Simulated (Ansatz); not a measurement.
KI, DFT, PBEsol, PAW with Ansatz's default frozen-core files, scalar-relativistic (Ansatz 0.2.0), run on 1 thread of Arm Neoverse V2 on a shared host.

The cell is COD entry 9009735, as deposited and not checked against the literature; nothing was relaxed.

Command: `ansatz run input.yaml --threads 1 --pin off --max-ram 2048MiB --backend cpu --events-out ev --progress --plain --runs-dir out`

```yaml
crystal:
  lattice:
    - [0.0, 3.52455, 3.52455]
    - [3.52455, 0.0, 3.52455]
    - [3.52455, 3.52455, 0.0]
  atoms:
    - { symbol: K, position: [0.0, 0.0, 0.0] }
    - { symbol: I, position: [0.5, 0.5, 0.5] }
kpoints:
  mp_grid: { grid: [8, 8, 8] }
  band_path:
    path:
      - [0.0, 0.0, 0.0]
      - [0.5, 0.0, 0.5]
      - [0.625, 0.25, 0.625]
      - [0.375, 0.375, 0.75]
      - [0.0, 0.0, 0.0]
      - [0.5, 0.5, 0.5]
      - [0.5, 0.25, 0.75]
      - [0.5, 0.0, 0.5]
    npoints: 5
scf:
  occupations: { method: fermi_dirac, width: 0.01 }
hamiltonian:
  xc: pbesol
  pseudopotentials: { kind: paw }
output:
  forces: true
  stress: true
  eigenvalues: true
  efg: { contact_densities: true }
```

How large is the problem that the program sets up?

29 irreducible k-points, 1687 plane waves at Γ, 17 bands.

About how long does it take, and how much memory does it use?

5.9 s of wall time for 6 SCF iterations, with a peak of 0.4 GiB. Times on shared machines scatter by tens of per cent.

And the same cell and mesh by LAPW (all electrons), asked for forces, stress, eigenvalues and the same band path, on the same hardware?

7.1 s, peak memory 0.26 GiB.
